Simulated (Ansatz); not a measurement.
## Os under changes of volume

One of the cells (13.982 Å³/atom); the others are scaled copies at fixed shape and fractional positions:

```
CELL_PARAMETERS angstrom
2.73410 0.00000 0.00000
-1.36705 2.36780 0.00000
0.00000 0.00000 4.31970
ATOMIC_POSITIONS crystal
Os 0.66667 0.33333 0.75000
Os 0.33333 0.66667 0.25000
```

* Program: Ansatz 0.2.0
* Functional: PBE
* Potentials or basis: PseudoDojo stringent (PBE files)
* Cutoff: 1007 eV
* Density cutoff: 4027 eV
* k mesh: 11 × 11 × 6
* Occupations: fermi-dirac, width 0.05 eV
* Spin: no spin polarisation

```tsv
volume (Å³/atom)	energy over the lowest point (meV/atom)	pressure (GPa)
13.143	127.01	39.5
13.423	?	?
13.703	29.16	17.5
13.982	6.94	8.2
14.262	0.00	0.0
14.542	6.70	-7.4
14.821	25.57	-14.0
```

Task: What does the run at 13.423 Å³/atom give?

Result: Energy over the lowest point 68.50 meV/atom; pressure 27.9 GPa.

Worked out: A Birch-Murnaghan fit of order 3 (a polynomial in V^(-2/3)) to the other rows has its minimum at 14.26 Å³/atom with B0 = V·E''(V) = 399 GPa and B' = 4.7 at fixed shape and positions, which overstates the stiffness. It gives 68.50 meV/atom at 13.423 Å³/atom, against the run's 68.50, and -dE/dV = 27.8 GPa, against 27.9.

Energies are extrapolated to zero smearing.
